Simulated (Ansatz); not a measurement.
TiB2:

```
CELL_PARAMETERS angstrom
3.02920 0.00000 0.00000
-1.51460 2.62336 0.00000
0.00000 0.00000 3.22840
ATOMIC_POSITIONS crystal
Ti 0.00000 0.00000 0.00000
B 0.66667 0.33333 0.50000
B 0.33333 0.66667 0.50000
```

Base run:

* Program: Ansatz 0.2.0
* Functional: PBEsol
* Potentials or basis: all-electron LAPW, non-relativistic
* Cutoff: 282 eV
* Density cutoff: 1126 eV
* Basis error allowed: 0.002 eV/atom
* k mesh: 10 × 10 × 8
* Occupations: fermi-dirac, width 0.05 eV
* Spin: no spin polarisation

Its results: pressure -4.5 GPa.

Problem. The run is repeated on the same cell with these changes: potentials or basis from all-electron LAPW, non-relativistic to all-electron LAPW, scalar-relativistic. What comes out?

Solution. Pressure -5.1 GPa.

Not every run made on this cell is shown here.
